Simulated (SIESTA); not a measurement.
The system is TePb.

```
Pb Te
1.0
     0.00000    3.23100    3.23100
     3.23100    0.00000    3.23100
     3.23100    3.23100    0.00000
Pb Te
1 1
Direct
  0.00000 0.00000 0.00000
  0.50000 0.50000 0.50000
```

Program: SIESTA 5.4.2. Alike in all runs: task band structure; no spin polarisation; cell as given; k mesh 7 × 7 × 7; smearing fermi-dirac 0.05 eV; grid cutoff 500 Ry; energy shift 0.002 Ry.

Question: Order these runs on this cell by their pressure, lowest first.
A. level PBE; potentials or basis PseudoDojo 0.4 standard (PBE files), DZ (energy shift 0.002 Ry)
B. level AM05; potentials or basis PseudoDojo 0.4 standard (PBEsol files), DZP (energy shift 0.002 Ry)
C. level SVWN5; potentials or basis PseudoDojo 0.4 standard (LDA files), DZP (energy shift 0.002 Ry)
D. level PBE; potentials or basis PseudoDojo 0.4 standard (PBE files), SZ (energy shift 0.002 Ry)

Answer: C (-0.9 GPa), B (0.9 GPa), A (3.5 GPa), D (5.7 GPa).

Caveats: the basis of atomic orbitals isn't converged, which shifts pressures, moduli and gaps; semicore shells carry a single zeta, which can move pressures by several GPa and volumes by a few percent (some runs); the basis has no polarisation orbitals (some runs); the potentials were made for another functional, which shifts forces and pressure (some runs).

Not every run made on this cell is shown here.
